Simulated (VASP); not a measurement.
# CuO (F-43m) in VASP: settings compared

The runs below take CuO through relaxation of cell and atoms, single point, with r2SCAN50, PBEsol+U.

Program: VASP 6.6.1. These are calculated values, not measurements. Logs are shortened: lines on timing, memory, paths and dates and some standing lists are left out, and cuts for length are marked.

### 1 The structure

The structure is cubic, space group F-43m (No. 216). The conventional cell has a = 4.655 Å, b = 4.655 Å, c = 4.655 Å, α = 90.00°, β = 90.00°, γ = 90.00°. Around Cu (site symmetry -43m) lie 4 O at 2.02 Å. Around O (site symmetry -43m) lie 4 Cu at 2.02 Å.

Measurements of this composition are mostly on another form, of space group No. 15.

### 2 Relaxation of cell and atoms, r2SCAN50

POSCAR

```
CuO
1.0
    0.0000000000      2.3272527300      2.3272527300
    2.3272527300      0.0000000000      2.3272527300
    2.3272527300      2.3272527300      0.0000000000
Cu O
1 1
Direct
    0.0000000000      0.0000000000      0.0000000000
    0.2500000000      0.2500000000      0.2500000000
```

INCAR.step1

```
  PREC = Accurate
  ENCUT = 600
  EDIFF = 1E-5
  ISMEAR = 0
  SIGMA = 0.05
  LREAL = False
  LASPH = True
  NELM = 100
  ALGO = Normal
  LWAVE = True
  LCHARG = False
  GGA = PE
```

INCAR.step2

```
  PREC = Accurate
  ENCUT = 600
  EDIFF = 1E-6
  ISMEAR = 0
  SIGMA = 0.05
  LREAL = False
  LASPH = True
  NELM = 100
  ALGO = Normal
  ISIF = 3
  LWAVE = False
  LCHARG = False
  METAGGA = R2SCAN
  LHFCALC = True
  AEXX = 0.5
  LMIXTAU = True
  PRECFOCK = Normal
  HFRCUT = -1
  IBRION = 2
  NSW = 60
  EDIFFG = -0.02
  ISTART = 1
```

KPOINTS

```
regular mesh
0
Gamma
  5 5 5
```

Potentials or basis: VASP PAW PBE potentials, release 64 (Cu, O).

Launch:

```bash
> cat potpaw_PBE.64/Cu/POTCAR potpaw_PBE.64/O/POTCAR > POTCAR
> cp INCAR.step1 INCAR
> mpirun -np 1 vasp_std > vasp.out
> cp INCAR.step2 INCAR
> mpirun -np 1 vasp_std > vasp.out
```

OUTCAR:

```text
PREC = Accurate
   ENCUT = 600
   EDIFF = 1E-6
   ISMEAR = 0
   LREAL = False
   LASPH = True
   NELM = 100
   ISIF = 3
   METAGGA = R2SCAN
   LHFCALC = True
   AEXX = 0.5
   PRECFOCK = Normal
   IBRION = 2
   NSW = 60
   EDIFFG = -0.02
   ISTART = 1

 ion  position               nearest neighbor table
   1  0.000  0.000  0.000-   2 2.02   2 2.02   2 2.02   2 2.02
   2  0.250  0.250  0.250-   1 2.02   1 2.02   1 2.02   1 2.02

  LATTYP: Found a face centered cubic cell.
 ALAT       =     4.6545054600

  Lattice vectors:

 A1 = (   0.0000000000,   2.3272527300,   2.3272527300)
 A2 = (   2.3272527300,   0.0000000000,   2.3272527300)
 A3 = (   2.3272527300,   2.3272527300,   0.0000000000)

Analysis of symmetry for initial positions (statically):
=====================================================================
 Subroutine PRICEL returns:
 Original cell was already a primitive cell.

 Routine SETGRP: Setting up the symmetry group for a
 face centered cubic supercell.

 Subroutine GETGRP returns: Found 24 space group operations
 (whereof 24 operations were pure point group operations)
 out of a pool of 48 trial point group operations.

The static configuration has the point symmetry T_d .

Analysis of symmetry for dynamics (positions and initial velocities):
=====================================================================
 Subroutine PRICEL returns:
 Original cell was already a primitive cell.

 Routine SETGRP: Setting up the symmetry group for a
 face centered cubic supercell.

 Subroutine GETGRP returns: Found 24 space group operations
 (whereof 24 operations were pure point group operations)
 out of a pool of 48 trial point group operations.

The dynamic configuration has the point symmetry T_d .

 Subroutine INISYM returns: Found 24 space group operations
 (whereof 24 operations are pure point group operations),
 and found     1 'primitive' translations

----------------------------------------------------------------------------------------

                                     Primitive cell

  volume of cell :      25.2093

  direct lattice vectors                    reciprocal lattice vectors
     0.000000000  2.327252730  2.327252730    -0.214845596  0.214845596  0.214845596
     2.327252730  0.000000000  2.327252730     0.214845596 -0.214845596  0.214845596
     2.327252730  2.327252730  0.000000000     0.214845596  0.214845596 -0.214845596

  length of vectors
     3.291232374  3.291232374  3.291232374     0.372123488  0.372123488  0.372123488

  position of ions in fractional coordinates (direct lattice)
     0.000000000  0.000000000  0.000000000
     0.250000000  0.250000000  0.250000000

  ion indices of the primitive-cell ions
   primitive index   ion index
                 1           1
                 2           2

----------------------------------------------------------------------------------------

 KPOINTS: regular mesh

Automatic generation of k-mesh.
 Grid dimensions read from file:
 generate k-points for:    5    5    5

 Generating k-lattice:

  Cartesian coordinates                     Fractional coordinates (reciprocal lattice)
    -0.042969119  0.042969119  0.042969119     0.200000000  0.000000000  0.000000000
     0.042969119 -0.042969119  0.042969119     0.000000000  0.200000000  0.000000000
     0.042969119  0.042969119 -0.042969119     0.000000000  0.000000000  0.200000000

  Length of vectors
     0.074424698  0.074424698  0.074424698

  Shift w.r.t. Gamma in fractional coordinates (k-lattice)
     0.000000000  0.000000000  0.000000000

 Subroutine IBZKPT returns following result:
 ===========================================

 Found     10 irreducible k-points:

 Following reciprocal coordinates:
            Coordinates               Weight
  0.000000  0.000000  0.000000      1.000000
  0.200000  0.000000  0.000000      8.000000
  0.400000  0.000000  0.000000      8.000000
  0.200000  0.200000  0.000000      6.000000
  0.400000  0.200000  0.000000     24.000000
 -0.400000  0.200000  0.000000     24.000000
 -0.200000  0.200000  0.000000     12.000000
  0.400000  0.400000  0.000000      6.000000
 -0.400000  0.400000  0.000000     12.000000
 -0.400000  0.400000  0.200000     24.000000
   k-points           NKPTS =     10   k-points in BZ     NKDIM =    125   number of bands    NBANDS=     12
   number of dos      NEDOS =    301   number of ions     NIONS =      2
   total plane-waves  NPLWV =  21952
   dimension x,y,z NGX =    28 NGY =   28 NGZ =   28
   dimension x,y,z NGXF=    56 NGYF=   56 NGZF=   56
   ions per type =               1   1
   NGX,Y,Z   is equivalent  to a cutoff of  14.14, 14.14, 14.14 a.u.
   NGXF,Y,Z  is equivalent  to a cutoff of  28.29, 28.29, 28.29 a.u.
 SYSTEM =  unknown system
   PREC   = accura    normal or accurate (medium, high low for compatibility)
   ISTART =      1    job   : 0-new  1-cont  2-samecut
   ICHARG =      0    charge: 1-file 2-atom 10-const
   ISPIN  =      1    spin polarized calculation?
   LNONCOLLINEAR =      F non collinear calculations
   LSORBIT =      F    spin-orbit coupling
   LASPH  =      T    aspherical Exc in radial PAW
   ENCUT  =  600.0 eV  44.10 Ry    6.64 a.u.   6.57  6.57  6.57*2*pi/ulx,y,z
   NELM   =    100;   NELMIN=  2; NELMDL=  0     # of ELM steps
   EDIFF  = 0.1E-05   stopping-criterion for ELM
   LREAL  =      F    real-space projection
   EDIFFG = -.2E-01   stopping-criterion for IOM
   NSW    =     60    number of steps for IOM
   IBRION =      2    ionic relax: 0-MD 1-quasi-New 2-CG
   NFREE  =      1    steps in history (QN), initial steepest desc. (CG)
   ISIF   =      3    stress and relaxation
   ISYM   =      3    0-nonsym 1-usesym 2-fastsym
   POTIM  = 0.5000    time-step for ionic-motion
   TEBEG  =    0.0;   TEEND  =   0.0 temperature during run
   PSTRESS=    0.0 pullay stress
   NELECT =      17.0000    total number of electrons
   NUPDOWN=      -1.0000    fix difference up-down
   EMIN   =  10.00;   EMAX   =-10.00  energy-range for DOS
   EFERMI =   0.00;   METHOD = LEGACY
   ISMEAR =     0;   SIGMA  =   0.05  broadening in eV -4-tet -1-fermi 0-gaus
   EFERMI_NEDOS =   21; number of points for ismear=-14 and -15
   IALGO  =     38    algorithm
   IMIX   =      1    mixing-type and parameters
     AMIX     =   0.40;   BMIX     =  1.00
     AMIX_MAG =   1.60;   BMIX_MAG =  1.00
  volume/ion in A,a.u.               =      12.60        85.06
  Fermi-wavevector in a.u.,A,eV,Ry     =   1.435614  2.712916 28.041426  2.060987
  Thomas-Fermi vector in A             =   2.554893
   LORBIT       =      0    0 simple, 1 ext, 2 COOP (PROOUT), +10 PAW based schemes
   METAGGA = R2SCAN    functional components
   LHFCALC =     T    Hartree Fock is set to
   PRECFOCK=normal    Normal, Fast or Accurate (Low or Medium for compatibility)
   ENCUT4O =  -1.0   cutoff for four orbital integrals eV
   NKREDX  =     1    reduce k-point grid by
   NKREDY  =     1    reduce k-point grid by
   NKREDZ  =     1    reduce k-point grid by
   AEXX    =    0.5000 exact exchange contribution
   HFSCREEN=    0.0000 screening length (either q_TF or 0.3 A-1)
   HFSCREENC=   0.0000 screening length for correlation (either q_TF or 0.3 A-1)
   ENCUTFOCK=  -1.0 apply spherical cutoff to Coloumb kernel
   IVDW    =     0    specifies the selected vdW correction
   LEPSILON=     F    determine dielectric tensor
   LRPA    =     F    only Hartree local field effects (RPA)
 conjugate gradient relaxation of ions
 non-spin polarized calculation
 Gauss-broadening in eV      SIGMA  =   0.05
  energy-cutoff  :      600.00
  volume of cell :       25.21
 maximum number of plane-waves:       869
 NGX is ok and might be reduce to    28
  NGX = 20; NGY = 20; NGZ = 20

--------------------------------------- Ionic step        1  -------------------------------------------

 number of electron      16.9999992 magnetization

 Free energy of the ion-electron system (eV)
  ---------------------------------------------------
  ext. energy  EPLUGINS =         0.00000000
  ---------------------------------------------------
  free energy    TOTEN  =       -18.11075999 eV

  energy without entropy =      -18.10943559  energy(sigma->0) =      -18.11009779

 E-fermi :   0.7332     XC(G=0):  -6.2323

 val. band max:        0.0855150247   @ k =   0.2000   0.0000   0.0000
 cond. band min:       0.7406381261   @ k =   0.2000   0.2000   0.0000
 fundamental gap:      0.6551231015
 Fermi energy:         0.7331983588

 k-point     1 :       0.0000    0.0000    0.0000
  band No.  band energies     occupation
      1     -22.1336      2.00000
      2      -5.6693      2.00000
      3      -5.6693      2.00000
      4      -5.6693      2.00000
      5      -3.7201      2.00000
      6      -3.7201      2.00000
      7       2.8647      0.00000
      8       2.8647      0.00000
      9       2.8647      0.00000
     10       5.5172      0.00000
     11      19.6471      0.00000
     12      19.6471      0.00000

 k-point     2 :       0.2000    0.0000    0.0000
  band No.  band energies     occupation
      1     -21.9438      2.00000
      2      -5.9222      2.00000
      3      -5.5167      2.00000
      4      -5.5167      2.00000
      5      -3.6990      2.00000
      6      -3.6990      2.00000
      7       0.0855      2.00000
      8       2.5991      0.00000
      9       2.5991      0.00000
     10       7.3701      0.00000
     11      16.8458      0.00000
     12      19.8366      0.00000
[... 167 lines left out ...]
 VOLUME and BASIS-vectors are now :
 -----------------------------------------------------------------------------
  energy-cutoff  :      600.00
  volume of cell :       20.17
      direct lattice vectors                 reciprocal lattice vectors
    -0.000000000  2.160348192  2.160348192    -0.231444173  0.231444173  0.231444173
     2.160348192 -0.000000000  2.160348192     0.231444173 -0.231444173  0.231444173
     2.160348192  2.160348192  0.000000000     0.231444173  0.231444173 -0.231444173

 POSITION                                       TOTAL-FORCE (eV/Angst)
 -----------------------------------------------------------------------------------
      0.00000      0.00000      0.00000        -0.000000     -0.000000     -0.000000
      1.08017      1.08017      1.08017         0.000000      0.000000      0.000000
 -----------------------------------------------------------------------------------
    total drift:                               -0.000081     -0.000012     -0.000056

  FREE ENERGIE OF THE ION-ELECTRON SYSTEM (eV)
  ---------------------------------------------------
  free  energy   TOTEN  =       -18.2973481350 eV

  energy  without entropy=      -18.2960237294  energy(sigma->0) =      -18.29668593

--------------------------------------- Ionic step        3  -------------------------------------------

 number of electron      16.9999991 magnetization

 Free energy of the ion-electron system (eV)
  ---------------------------------------------------
  ext. energy  EPLUGINS =         0.00000000
  ---------------------------------------------------
  free energy    TOTEN  =       -18.35374994 eV

  energy without entropy =      -18.35242554  energy(sigma->0) =      -18.35308774

 E-fermi :   2.6290     XC(G=0):  -6.7050

 val. band max:        1.8267769656   @ k =   0.2000   0.0000   0.0000
 cond. band min:       2.6364232195   @ k =   0.2000   0.2000   0.0000
 fundamental gap:      0.8096462539
 Fermi energy:         2.6289834524

 k-point     1 :       0.0000    0.0000    0.0000
  band No.  band energies     occupation
      1     -21.6136      2.00000
      2      -4.9778      2.00000
      3      -4.9778      2.00000
      4      -4.9778      2.00000
      5      -2.4308      2.00000
      6      -2.4308      2.00000
      7       4.8750      0.00000
      8       4.8750      0.00000
      9       4.8750      0.00000
     10       7.5093      0.00000
     11      22.4310      0.00000
     12      22.4310      0.00000

 k-point     2 :       0.2000    0.0000    0.0000
  band No.  band energies     occupation
      1     -21.3911      2.00000
      2      -5.4312      2.00000
      3      -4.8943      2.00000
      4      -4.8943      2.00000
      5      -2.4253      2.00000
      6      -2.4253      2.00000
      7       1.8268      2.00000
      8       4.5523      0.00000
      9       4.5523      0.00000
     10       9.5009      0.00000
     11      19.4249      0.00000
     12      22.6805      0.00000
[... 131 lines left out ...]
 VOLUME and BASIS-vectors are now :
 -----------------------------------------------------------------------------
  energy-cutoff  :      600.00
  volume of cell :       21.61
      direct lattice vectors                 reciprocal lattice vectors
    -0.000000000  2.210684016  2.210684016    -0.226174341  0.226174341  0.226174341
     2.210684016 -0.000000000  2.210684016     0.226174341 -0.226174341  0.226174341
     2.210684016  2.210684016  0.000000000     0.226174341  0.226174341 -0.226174341

 POSITION                                       TOTAL-FORCE (eV/Angst)
 -----------------------------------------------------------------------------------
      0.00000      0.00000      0.00000        -0.000000     -0.000000      0.000000
      1.10534      1.10534      1.10534         0.000000      0.000000     -0.000000
 -----------------------------------------------------------------------------------
    total drift:                               -0.000032     -0.000014     -0.000013

  FREE ENERGIE OF THE ION-ELECTRON SYSTEM (eV)
  ---------------------------------------------------
  free  energy   TOTEN  =       -18.3537499419 eV

  energy  without entropy=      -18.3524255364  energy(sigma->0) =      -18.35308774

 reached required accuracy - stopping structural energy minimisation
```

Wall time 23 min (1 thread of Intel Xeon Platinum 8488C (Sapphire Rapids), shared host); peak memory 0.18 GiB.

Results:

* Free energy: -18.3537 eV
* Relaxed volume: 10.80 Å³/atom
* Relaxed cell: a = 3.126 Å, b = 3.126 Å, c = 3.126 Å, α = 60.00°, β = 60.00°, γ = 60.00°
* Space group after relaxing (to 0.05 Å): F-43m (No. 216)
* Energy gained by relaxing: 121.5 meV/atom
* Ionic steps: 3
* Pressure after relaxing: -0.2 GPa
* Band gap on the k mesh: none (metal or under the smearing width)

Step by step:
```
step  energy change (eV)  largest force (eV/Å)  pressure (GPa)  volume (Å³)
   1              0.0000                0.0000          -18.90        25.21
   2             -0.1866                0.0000           13.61        20.17
   3             -0.2430                0.0000           -0.25        21.61
```

Final structure:
```yaml
crystal:
  lattice:
    - [0.00000, 2.21068, 2.21068]
    - [2.21068, 0.00000, 2.21068]
    - [2.21068, 2.21068, 0.00000]
  atoms:
    - { symbol: Cu, position: [0.00000, 0.00000, 0.00000] }
    - { symbol: O, position: [0.25000, 0.25000, 0.25000] }
```

Levels at points of the mesh, in eV from the Fermi level:
```
           k point  band 6  band 7  band 8  band 9  band 10  band 11
(0.00, 0.00, 0.00)   -5.06    2.25    2.25    2.25     4.88    19.80
```

Caveat: the k mesh is coarse (spacing up to 0.47 Å⁻¹), so the values aren't converged, least of all with exact exchange; the PAW data sets were made with another functional, which shifts forces and pressure a little; an odd number of electrons without spin polarisation forces a metal; a magnetic or distorted state may lie lower; the run has no spin polarisation, though such a crystal can be magnetic.

(Part 1 of 2 ends here.)
